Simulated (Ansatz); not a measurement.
**Nb2COS MXene bilayer (AA) in a perpendicular field**

Wanted: the out-of-plane response of the Nb2COS MXene bilayer (AA). A positive field points along +c.

Main program and level: Ansatz 0.2.0; plane-wave DFT, LDA, Ansatz PAW (set soft_1); PAW set soft_1.

**1. Set-up**

The cell holds 10 atoms: 2 S, 4 Nb, 2 C and 2 O. Its edges and angles: a = 3.151 Å, b = 3.151 Å, c = 58.367 Å, α = 90.0°, β = 90.0°, γ = 120.0°. Regions: layer 1: Nb2COS MXene, 5 atoms (1 S, 2 Nb, 1 C and 1 O); layer 2: Nb2COS MXene, 5 atoms (1 S, 2 Nb, 1 C and 1 O). Vacuum lies along c.

**2. Relaxation**

The starting cell is a guess, so the in-plane lattice and the atoms are relaxed first, with the slab cut off from its images along the normal.

input.yaml

```yaml
crystal:
  lattice:
    - [3.150576, 0.0, 0.0]
    - [-1.575288, 2.7284788526, 0.0]
    - [0.0, 0.0, 58.3673905145]
  atoms:
    - { symbol: S, position: [0.3333333333, 0.6666666667, 0.3829192945] }
    - { symbol: Nb, position: [0.6666666667, 0.3333333333, 0.4129480923] }
    - { symbol: C, position: [0.0, 0.0, 0.434246515] }
    - { symbol: Nb, position: [0.3333333333, 0.6666666667, 0.4555449376] }
    - { symbol: O, position: [0.6666666667, 0.3333333333, 0.4747290398] }
    - { symbol: S, position: [0.3333333333, 0.6666666667, 0.5252709602] }
    - { symbol: Nb, position: [0.6666666667, 0.3333333333, 0.5552997579] }
    - { symbol: C, position: [0.0, 0.0, 0.5765981806] }
    - { symbol: Nb, position: [0.3333333333, 0.6666666667, 0.5978966032] }
    - { symbol: O, position: [0.6666666667, 0.3333333333, 0.6170807055] }
  periodic: [true, true, false]
kpoints:
  mp_grid: { grid: [12, 12, 1] }
hamiltonian:
  xc: lda
  pseudopotentials: { kind: paw, azcp: { folder: soft_1 }, xc_functional: pbe }
scf:
  occupations: { method: fermi_dirac, width: 0.05 }
  convergence: { dr2_threshold: 1.0e-09 }
relax:
  f_tol: 0.004
  max_steps: 90
  cell: {}
output:
  write_potential: true
  write_density: true
  volumetric_format: npy
```

On the command line:

```bash
$ ansatz run input.yaml --threads 4 --pin off --max-ram 6144MiB --backend cpu --events-out ev --progress --plain --runs-dir out
```

Numbers of over 12 decimals in the logs are rounded to 6 here.

Log:

```text
Warning: relax.cell: scf.convergence.dr2_threshold = 1e-9 eV is looser than the 1.785250841e-10 eV advised for a relaxation that steers and ends on the stress (1e-10 eV for each atom of the cell: 10, times the square of relax.cell.stress_2d_tol = 0.05 N/m over 23.7 Å (the atoms' height at the walk's start and 5 Å past either face), 2.113e-2 GPa, over a crystal's default 0.05). What an SCF threshold leaves in a stress goes as its square root, and in the free energy as the threshold itself, and one threshold admits the most on a small cell: [figures from the program's tests cut] Set scf.convergence.dr2_threshold to 1.785250841e-10 eV or tighter. [rest of the remark cut]
Engine: ansatz 0.2.0, aarch64-unknown-linux-gnu
Pseudopotentials: kind: paw
Pseudopotential: S, paw, valence charge 6, recommended cutoff 420 eV (normal), soft_1/S.paw.azcp
Pseudopotential: Nb, paw, valence charge 13, recommended cutoff 420 eV (normal), soft_1/Nb.paw.azcp
Pseudopotential: C, paw, valence charge 4, recommended cutoff 420 eV (normal), soft_1/C.paw.azcp
Pseudopotential: O, paw, valence charge 6, recommended cutoff 420 eV (normal), soft_1/O.paw.azcp
Functional definition: SPW92
  exchange = slater_x
  correlation = pw_c
Crystal: 10 atoms, lattice volume = 501.742 Å³
Basis set: ecut = 420 eV, 9699 PW (Γ)
Bands: 52, of which v1, the nominal top of the filled ones, is band 42 counted from 1 (41 counted from 0)
Symmetry: 6 space group operations
Space group: P3m1 (ITA 156), of the structure as read, at distance tolerance 7.9e-5 Å
k-points: 19 of 144 (time reversal used)
Non-local potential: S, projectors of the file, l = 0: 2, l = 1: 2, l = 2: 1
Non-local potential: Nb, projectors of the file, l = 0: 3, l = 1: 2, l = 2: 2, l = 3: 1
Non-local potential: C, projectors of the file, l = 0: 2, l = 1: 2, l = 2: 1
Non-local potential: O, projectors of the file, l = 0: 2, l = 1: 2, l = 2: 1
PAW form: soft (Blöchl's): semilocal exchange-correlation on the pseudo side does not see the compensation charge
PAW frozen core: S, regenerated for the run's functional, and the local potential with it (the file was generated under x = pbe(κ = 0.804, μ = 0.219515), c = pbe(β = 0.066725))
PAW frozen core: Nb, regenerated for the run's functional, and the local potential with it (the file was generated under x = pbe(κ = 0.804, μ = 0.219515), c = pbe(β = 0.066725))
PAW frozen core: C, regenerated for the run's functional, and the local potential with it (the file was generated under x = pbe(κ = 0.804, μ = 0.219515), c = pbe(β = 0.066725))
PAW frozen core: O, regenerated for the run's functional, and the local potential with it (the file was generated under x = pbe(κ = 0.804, μ = 0.219515), c = pbe(β = 0.066725))
PAW one-centre angular grid: S, 110 points (default); XC on 64 Gauss nodes
PAW one-centre angular grid: Nb, 590 points (default); XC on 64 Gauss nodes
PAW one-centre angular grid: C, 110 points (default); XC on 64 Gauss nodes
PAW one-centre angular grid: O, 110 points (default); XC on 64 Gauss nodes
Initial density: superposition of atomic densities (neutral atoms: chi_scale 0, normalization atom)
Initial wavefunctions: pseudopotential atomic-orbital guess
Functional: x = slater, c = lda
SCF iter   1: F=—  HF=-21128.659053 eV  |F-HF|=—  |Δ(HF+E_count)|=         —  Δρ=8.91e-2  dr2=5.57e1  ethr=3.10e-3  ⟨swp⟩=12.8  Hψ=6853  notcnv=0  defer=5
preconditioner: auto → LDOS  [metal: Δε(μ)=0.016 eV  Ē_g=9.956 eV  σ=0.050 eV  W_gap=0.08  n_scr=36 (ndim 8)  ℏωp=12.0 eV  f_vac=0.707  D(μ)=2.42/eV (n_scr^D=16)  β→1.0]
SCF iter   2: F=—  HF=-21132.372715 eV  |F-HF|=—  |Δ(HF+E_count)|=    3.71e0  Δρ=1.33e-1  dr2=1.12e2  ethr=3.10e-3  ⟨swp⟩=8.3  Hψ=3834  notcnv=0  defer=52
SCF iter   3: F=—  HF=-21114.444277 eV  |F-HF|=—  |Δ(HF+E_count)|=    1.79e1  Δρ=2.51e-2  dr2=2.44e0  ethr=3.10e-3  ⟨swp⟩=7.3  Hψ=3462  notcnv=0  defer=40
SCF iter   4: F=—  HF=-21113.882256 eV  |F-HF|=—  |Δ(HF+E_count)|=   5.62e-1  Δρ=5.01e-3  dr2=1.56e-1  ethr=2.91e-3  ⟨swp⟩=3.8  Hψ=2274  notcnv=0  defer=28
SCF iter   5: F=—  HF=-21113.863919 eV  |F-HF|=—  |Δ(HF+E_count)|=   1.83e-2  Δρ=1.69e-3  dr2=2.26e-2  ethr=1.86e-4  ⟨swp⟩=4.3  Hψ=2408  notcnv=0  defer=29
SCF iter   6: F=—  HF=-21113.863589 eV  |F-HF|=—  |Δ(HF+E_count)|=   3.30e-4  Δρ=9.64e-4  dr2=1.27e-2  ethr=2.69e-5  ⟨swp⟩=2.6  Hψ=1845  notcnv=0  defer=29
SCF iter   7: F=—  HF=-21113.862337 eV  |F-HF|=—  |Δ(HF+E_count)|=   1.25e-3  Δρ=4.58e-4  dr2=3.61e-3  ethr=1.51e-5  ⟨swp⟩=2.1  Hψ=1307  notcnv=0  defer=29
SCF iter   8: F=—  HF=-21113.862118 eV  |F-HF|=—  |Δ(HF+E_count)|=   2.19e-4  Δρ=1.83e-4  dr2=6.82e-4  ethr=4.30e-6  ⟨swp⟩=2.7  Hψ=1637  notcnv=0  defer=29
SCF iter   9: F=—  HF=-21113.862087 eV  |F-HF|=—  |Δ(HF+E_count)|=   3.12e-5  Δρ=5.45e-5  dr2=2.16e-5  ethr=8.12e-7  ⟨swp⟩=2.5  Hψ=1814  notcnv=0  defer=29
SCF iter  10: F=—  HF=-21113.862081 eV  |F-HF|=—  |Δ(HF+E_count)|=   5.25e-6  Δρ=1.22e-5  dr2=2.34e-6  ethr=2.57e-8  ⟨swp⟩=4.1  Hψ=2415  notcnv=0  defer=29
SCF iter  11: F=—  HF=-21113.861665 eV  |F-HF|=—  |Δ(HF+E_count)|=   4.17e-4  Δρ=3.38e-6  dr2=1.50e-7  ethr=2.79e-9  ⟨swp⟩=2.6  Hψ=1756  notcnv=0  defer=29
SCF iter  12: F=—  HF=-21113.861665 eV  |F-HF|=—  |Δ(HF+E_count)|=   3.19e-9  Δρ=1.25e-6  dr2=1.97e-8  ethr=1.78e-10  ⟨swp⟩=4.0  Hψ=2536  notcnv=0  defer=29
SCF iter  13: F=-21113.861665 eV  HF=-21113.861665 eV  |F-HF|=5.82e-11  |Δ(HF+E_count)|=  2.51e-10  Δρ=2.90e-7  dr2=6.48e-10  ethr=1.19e-12  ⟨swp⟩=12.8  Hψ=10207  notcnv=0
SCF 1 converged in 13 iterations: F = -21113.861665 eV  dr2 = 6.48e-10
  greatest PAW one-centre occupation: 0.997 electrons in one spin orbital (limit 2), on the Nb atom at site 8 (counted from 0), in its partial waves of l = 0
relax step   1: F+E_penalty+E_count = -21113.86166473 eV  Δ(F+E_penalty+E_count) = +0.000e0 eV  max|allowed force component| = 1.569e0 eV/Å  Δτ_max = 0.0000 Å  P = -10.712 N/m  Ω = 501.742 Å³  fix = [c, alpha, beta]  reactions: c -0.000 N/m  (13 SCF iters, accepted)
Crystal: 10 atoms, lattice volume = 503.978 Å³
Basis set: ecut = 420 eV, 9735 PW (Γ)
Initial density: handed on by an earlier stage of this run
Initial wavefunctions: those handed on with the density
iter 1 solved again at ethr=7.22e-4 eV; its pass at ethr=3.10e-3 eV (dr2=6.06e-1 eV) is discarded
SCF iter   1: F=—  HF=-21114.240523 eV  |F-HF|=—  |Δ(HF+E_count)|=         —  Δρ=8.59e-3  dr2=6.18e-1  ethr=7.22e-4  ⟨swp⟩=2.4  Hψ=7547  notcnv=0  defer=1
preconditioner: auto → LDOS  [metal: Δε(μ)=0.020 eV  Ē_g=8.383 eV  σ=0.050 eV  W_gap=0.10  n_scr=36 (ndim 8)  ℏωp=11.9 eV  f_vac=0.719  D(μ)=4.58/eV (n_scr^D=22)  β→1.0]
[...]
SCF iter  10: F=-21114.194007 eV  HF=-21114.194007 eV  |F-HF|=1.13e-10  |Δ(HF+E_count)|=   2.27e-9  Δρ=1.73e-7  dr2=2.48e-10  ethr=1.19e-12  ⟨swp⟩=14.4  Hψ=9130  notcnv=0
SCF 3 converged in 10 iterations: F = -21114.194007 eV  dr2 = 2.48e-10
relax step   3: F+E_penalty+E_count = -21114.19400674 eV  Δ(F+E_penalty+E_count) = -8.665e-2 eV  max|allowed force component| = 7.994e-2 eV/Å  Δτ_max = 0.1858 Å  P = +1.345 N/m  Ω = 498.017 Å³  energy of the carried Pulay correction = +1.372e-3 eV  fix = [c, alpha, beta]  reactions: c +0.000 N/m  (10 SCF iters, accepted)
[...]
relax step   4: F+E_penalty+E_count = -21114.20354950 eV  Δ(F+E_penalty+E_count) = -9.543e-3 eV  max|allowed force component| = 9.239e-2 eV/Å  Δτ_max = 0.1124 Å  P = +0.309 N/m  Ω = 499.688 Å³  energy of the carried Pulay correction = +7.552e-4 eV  fix = [c, alpha, beta]  reactions: c +0.000 N/m  (10 SCF iters, accepted)
[...]
relax step   5: F+E_penalty+E_count = -21114.20470933 eV  Δ(F+E_penalty+E_count) = -1.160e-3 eV  max|allowed force component| = 1.553e-2 eV/Å  Δτ_max = 0.0140 Å  P = +0.084 N/m  Ω = 500.842 Å³  energy of the carried Pulay correction = +3.308e-4 eV  fix = [c, alpha, beta]  reactions: c +0.000 N/m  (8 SCF iters, accepted)
[...]
relax step   6: F+E_penalty+E_count = -21114.20467398 eV  Δ(F+E_penalty+E_count) = +3.534e-5 eV  max|allowed force component| = 1.171e-2 eV/Å  Δτ_max = 0.0042 Å  P = -0.012 N/m  Ω = 501.058 Å³  energy of the carried Pulay correction = +2.513e-4 eV  fix = [c, alpha, beta]  reactions: c -0.000 N/m  (7 SCF iters, accepted)
[...]
relax step   7: F+E_penalty+E_count = -21114.20468941 eV  Δ(F+E_penalty+E_count) = -1.542e-5 eV  max|allowed force component| = 6.373e-4 eV/Å  Δτ_max = 0.0022 Å  P = -0.001 N/m  Ω = 501.042 Å³  energy of the carried Pulay correction = +2.571e-4 eV  fix = [c, alpha, beta]  reactions: c -0.000 N/m  (7 SCF iters, accepted)
Initial wavefunctions: pseudopotential atomic-orbital guess (no wavefunctions were taken with the density)
iter 1 solved again at ethr=5.73e-7 eV; its pass at ethr=3.10e-3 eV (dr2=4.81e-4 eV) is discarded
SCF iter   1: F=—  HF=-21114.204818 eV  |F-HF|=—  |Δ(HF+E_count)|=         —  Δρ=4.47e-6  dr2=4.06e-8  ethr=5.73e-7  ⟨swp⟩=6.6  Hψ=11781  notcnv=0
eigensolver tolerance schedule: the retry pair's looser diagonalisation over-reported the residual by 11861.12 of it (diagonalisation noise at an unbounded share of the residual, at the tolerance the schedule requests for it); recorded, not acted on — ethr = c·dr2/N_el stays at c = 1.0e-1
SCF iter   2: F=—  HF=-21114.204412 eV  |F-HF|=—  |Δ(HF+E_count)|=   4.06e-4  Δρ=3.40e-6  dr2=1.09e-7  ethr=4.83e-11  ⟨swp⟩=7.0  Hψ=4712  notcnv=0
SCF iter   3: F=—  HF=-21114.204412 eV  |F-HF|=—  |Δ(HF+E_count)|=   2.42e-8  Δρ=1.34e-6  dr2=3.59e-9  ethr=4.83e-11  ⟨swp⟩=3.9  Hψ=2234  notcnv=0
SCF iter   4: F=—  HF=-21114.204412 eV  |F-HF|=—  |Δ(HF+E_count)|=  3.49e-10  Δρ=3.71e-7  dr2=1.30e-9  ethr=4.28e-12  ⟨swp⟩=3.5  Hψ=2292  notcnv=0
SCF iter   5: F=-21114.204412 eV  HF=-21114.204412 eV  |F-HF|=5.24e-10  |Δ(HF+E_count)|=  6.26e-10  Δρ=1.17e-7  dr2=1.13e-10  ethr=1.19e-12  ⟨swp⟩=18.6  Hψ=9454  notcnv=0
SCF 8 converged in 5 iterations: F = -21114.204412 eV  dr2 = 1.13e-10
relax step   8: F+E_penalty+E_count = -21114.20441185 eV  Δ(F+E_penalty+E_count) = +2.776e-4 eV  max|allowed force component| = 6.265e-4 eV/Å  Δτ_max = 0.0000 Å  P = -0.013 N/m  Ω = 501.042 Å³  fix = [c, alpha, beta]  reactions: c -0.000 N/m  stress off target by 1.30e-2 N/m on what of the cell is left free  SCF on the basis re-selected at this cell (its energy is not comparable with the rows above)  (5 SCF iters)
basis re-selected at this cell: Δ(F+E_penalty+E_count) = +2.776e-4 eV, ΔP = -0.012 N/m vs the last step (what re-selecting the basis moved, of the pressure what is left beyond the Pulay correction that the steps carried, after the strain that the cell walked since its last selection, with what the two solves' SCF thresholds leave and, on support functions, any second-order correction that the steps lacked; it is no m [...]
WARN: The output density's exchange-correlation potential varies sharply where the density is thin. Do not read a vacuum level from v_tot or v_xc, or from such a field of the output density. On a cell that repeats whose density bears no net charge and no dipole along the vacuum's axis use v_es (v_loc + v_h of the components); under efield.dipole_correction with no amplitude use v_es + v_field, which holds any externa [...]
SCF converged after 5 iterations
Free energy (F): -21114.204412 eV
Harris-Foulkes:  -21114.204412 eV  (|F-HF|=5.24e-10)
Internal energy: -21114.173935 eV  (E = F + TS)
E sigma→0 (E₀):  -21114.189173 eV
Entropy (-TS):   -0.030477 eV (-3.048 meV/atom)
Fermi energy:    -5.732347 eV
--- Per-component energies (eV) ---
  E_band       = -2024.047199
  E_kinetic    = 2223.863923
  E_local      = -724128.817055  (includes V_loc(G=0)·N_el)
  E_nonlocal   = 615.342919
  E_hartree    = 360571.011263
  E_xc         = -1075.790169
  E_vxc        = -1272.064142  (∫ρ·V_xc dr)
  E_paw        = -13532.858817  (= ΣΔE_a)
  E_vpaw       = -604.395468  (= ΣTr[D̂ρ^β])
  E_aug_tail   = 0.001762  (compensation charges beyond the density's cutoff)
  E_ewald      = 354210.743561
  E_core_change = 2.328678  (= ΣΔE_core)
  E_smearing   = -0.030477  (= −TS)
  E_closure    = 0.000000  (closes the sum)
  Σ components = -21114.204412   (vs F -21114.204412, Δ=0.00e0)
--- Forces (eV/Å), atoms counted from 1 ---
  atom   1  S      0.00000000     0.00000000     0.00014115
  atom   2  Nb     0.00000000    -0.00000000     0.00014167
  atom   3  C      0.00000000     0.00000000    -0.00002856
  atom   4  Nb     0.00000000    -0.00000000     0.00061374
  atom   5  O      0.00000000    -0.00000000     0.00010648
  atom   6  S      0.00000000     0.00000000     0.00057852
  atom   7  Nb     0.00000000    -0.00000000    -0.00055963
  atom   8  C      0.00000000     0.00000000    -0.00029994
  atom   9  Nb     0.00000000    -0.00000000    -0.00006485
  atom  10  O      0.00000000    -0.00000000     0.00004064
  max |Σ_I F_I| component: 6.69e-4 eV/Å
--- 2D stress c σ (N/m, compression-positive) ---
       -0.012988      -0.000000      -0.000000
       -0.000000      -0.012988      -0.000000
       -0.000000      -0.000000      -0.000000
  P = ½ c Tr σ = -0.0130 N/m
--- Band table (eV; the first three rows and the last of 19) ---
  k-point 0: bands = [... 38 lower, -6.5236, -6.5236, -6.1184, -6.1184, -6.1001, -6.1001, -5.9612, -5.7822, ... 6 higher]
  k-point 1: bands = [... 38 lower, -6.9697, -6.9441, -6.3128, -6.2664, -5.6885, -5.6465, -5.4353, -5.3054, ... 6 higher]
  k-point 2: bands = [... 38 lower, -7.3076, -7.2889, -6.8028, -6.6881, -5.3465, -5.3008, -4.9417, -4.7735, ... 6 higher]
  k-point 18: bands = [... 38 lower, -9.0633, -9.0106, -5.2556, -5.2148, -5.1242, -4.9052, -4.2890, -4.2593, ... 6 higher]
  the weakly bound empty levels are not read free of the cell's end (no_gap_told)
--- Relaxed structure (7 steps of the walk, 7 accepted, 1 SCFs on fresh bases) ---
  F+E_penalty+E_count = -21114.20441185 eV   max|allowed force component| = 6.265e-4 eV/Å   (the final SCF, on the basis selected at the relaxed cell)
  cell:  # Å, volume = 501.0421 Å³
    - [3.148376, 0, 0]
    - [-1.574188, 2.726574, 0]
    - [0, 0, 58.3673905145]
  atoms:
    - { symbol: S, position: [0.333333, 0.666667, 0.389320] }
    - { symbol: Nb, position: [0.666667, 0.333333, 0.417665] }
    - { symbol: C, position: [8.813263617623032e-18, 0, 0.438531] }
    - { symbol: Nb, position: [0.333333, 0.666667, 0.459516] }
    - { symbol: O, position: [0.666667, 0.333333, 0.476918] }
    - { symbol: S, position: [0.333333, 0.666667, 0.523050] }
    - { symbol: Nb, position: [0.666667, 0.333333, 0.551387] }
    - { symbol: C, position: [-8.931190776915298e-18, 0, 0.572256] }
    - { symbol: Nb, position: [0.333333, 0.666667, 0.593228] }
    - { symbol: O, position: [0.666667, 0.333333, 0.610663] }
```

Wall time 2.5 min (4 threads of Arm Neoverse V1, shared host); peak memory 1.1 GiB.

The steps of the relaxation:

```
step  energy less that of the first step (eV)  largest force component (eV/Å)  volume (Å³)
   1                                   0.0000                          1.5695       501.74
   2                                  -0.2457                          0.7662       503.98
   3                                  -0.3323                          0.0799       498.02
   4                                  -0.3419                          0.0924       499.69
   5                                  -0.3430                          0.0155       500.84
   6                                  -0.3430                          0.0117       501.06
   7                                  -0.3430                          0.0006       501.04
  8*                                  -0.3427                          0.0006       501.04
```

Relaxation steps marked * repeat the geometry before them on a plane-wave basis chosen anew for their cell, so energy and pressure can jump there.

The run keeps the 6 symmetry operations that it works with, so distortions that break them were not tested.

```
cell as run  before  after  change
      a (Å)   3.151  3.148  -0.1 %
      b (Å)   3.151  3.148  -0.1 %
```

The atoms that moved most (Å, along periodic axes as changes of fractional coordinates times the final cell, across vacuum about the mean position):

```
atom     dx     dy      dz  length
 O10  0.000  0.000  -0.375   0.375
  S1  0.000  0.000   0.374   0.374
 Nb2  0.000  0.000   0.275   0.275
 Nb9  0.000  0.000  -0.272   0.272
  C8  0.000  0.000  -0.253   0.253
  C3  0.000  0.000   0.250   0.250
 Nb4  0.000  0.000   0.232   0.232
 Nb7  0.000  0.000  -0.228   0.228
```

This step gave:

```
energy at zero smearing : -21114.1892 eV
```

The lattice constant a goes from 3.151 to 3.148 Å.

(Continued in part 2 of 4.)

[Logs are printed without paths, hosts, clocks, repeated set-up lines and the standing remarks that a program may print on its own settings, such as how far it seeks lower states.]

[Hosts, paths, dates, database ids (printed as entryN), source tags and the programs' standing remarks are cut or masked in the printed files.]

[Maps of the electrostatic potential energy from Ansatz leave out the sawtooth potential of an applied field or a dipole correction, so their vacuum need not be flat; planar profiles and work functions include it.]
